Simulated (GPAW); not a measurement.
The system is SnSe2.

```xyz
3
Lattice="3.8110 0.0000 0.0000 -1.9055 3.3004 0.0000 0.0000 0.0000 6.1360" Properties=species:S:1:pos:R:3 pbc="T T T"
Sn    0.0000    0.0000    0.0000
Se    1.9055    1.1001    4.6081
Se    0.0000    2.2003    1.5279
```

Program: GPAW 26.7.0. Alike in all runs: cell as given; smearing fermi-dirac 0.05 eV.

Problem. Order these runs on this cell by their band gap on the k mesh, lowest first.
A. level PBE0; potentials or basis GPAW PAW data sets (gpaw-data 1.2.1), pw; spin off; k mesh 4 × 4 × 2; cutoff (eV) 450; maxiter 60; mesh quality coarse
B. level BLYP; potentials or basis PAW data sets generated in the run's folder for this functional, pw; spin SOC, no magnetisation; k mesh 6 × 6 × 3; cutoff (eV) 600; eigensolver davidson; maxiter 150; band path GMKGALHA,LM,KH; band points 60; spin axis theta (degrees) 0; mesh quality not flagged
C. level OLYP; potentials or basis PAW data sets generated in the run's folder for this functional, pw; spin SOC, no magnetisation; k mesh 6 × 6 × 3; cutoff (eV) 600; eigensolver davidson; maxiter 150; band path GMKGALHA,LM,KH; band points 100; spin axis theta (degrees) 54.7; mesh quality not flagged

Solution. B (0.72 eV), C (0.93 eV), A (2.29 eV).

Caveats: some runs use coarse meshes; spin-orbit coupling was added after a scalar SCF, so levels and gaps hold it while energy, forces, pressure and moments don't (some runs); this program's spin-orbit splittings come out too wide for heavy elements (some runs); exact exchange converges slowly with the k mesh, and this mesh is small (some runs); spin-orbit coupling is left out, which moves the levels of the heavy elements (some runs).

A k mesh can miss the band edges.

Runs at the PBE level aren't shown here.
